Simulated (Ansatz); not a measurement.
Level of theory: DFT PBE, scalar-relativistic, plane waves, PAW (Ansatz 0.2.0). Settings: cutoff 420 eV, Γ-centred meshes spaced at most about 0.3 Å⁻¹, and about 0.25 Å⁻¹ or finer for metals (2π included), Gaussian smearing. No spin polarisation.

The zero of energy is the elements' standard structures at the same level; no fitted shifts are applied.

All energies are static (0 K, no zero-point motion). The comparison covers the computed candidates alone. No dispersion correction is applied, so the spacing and binding between layers, chains or molecules are poorly described. These runs have no spin–orbit coupling, which can matter for Sb. Kohn–Sham gaps at this level usually fall short of measured ones. The missing spin–orbit coupling can work the other way here. The reference form of Se is held partly by dispersion forces, which this level lacks.

A search for Sb2Se5 gave 5 distinct relaxed structures. Coordination counts Se atoms around Sb (those within 1.25 times the shortest such distance or 1.15 times the sum of covalent radii). Cells relaxed within their symmetry can be saddle points.

Question: Which structure of Sb2Se5 came out lowest?

Answer: The one with space group C2/m (No. 12), reached from: Al2Te5 type (C2/m). It has a = 13.875 Å, b = 3.795 Å, c = 12.091 Å, β = 123.1°, 38.1 Å³/atom, a gap of 1.46 eV on the mesh. Sb has 3 Se at 2.63–2.64 Å; Se on a site of symmetry m has 1 Sb at 2.64 Å and 2 Se at 2.69 Å; Se on a site of symmetry 2/m is surrounded by 4 Se at 2.69 Å; Se on a second site of symmetry m has 2 Sb at 2.63 Å. Its energy over the elements is −0.138 eV/atom. A negative formation energy is needed for stability but isn't enough: competing phases decide. An observed structure of this formula, if there is one, may be missing.

```
CELL_PARAMETERS angstrom
6.93754 -1.89729 0.00000
6.93754 1.89729 0.00000
-6.60028 0.00000 10.13044
ATOMIC_POSITIONS crystal
Sb 0.17221 0.17221 0.79667
Sb 0.82779 0.82779 0.20333
Se 0.16101 0.16101 0.57156
Se 0.83899 0.83899 0.42844
Se 0.50000 0.50000 0.50000
Se 0.17236 0.17236 0.08804
Se 0.82764 0.82764 0.91196
```

Question: How much higher is the C2/m structure with 27.1 Å³/atom and coordination Sb 6 (reached from: V2O5 type (C2/m))?

Answer: 79 meV/atom. It has no gap on its mesh. It holds Se–Se pairs (shortest 2.36 Å).

Question: How much higher is the R-3m structure with 27.7 Å³/atom and coordination Sb 6 (reached from: Cu5Ge2 type (R-3m))?

Answer: 101 meV/atom. It has no gap on its mesh.

Some structure types and database cells were kept out of the candidates from the start, so a known form may be missing.
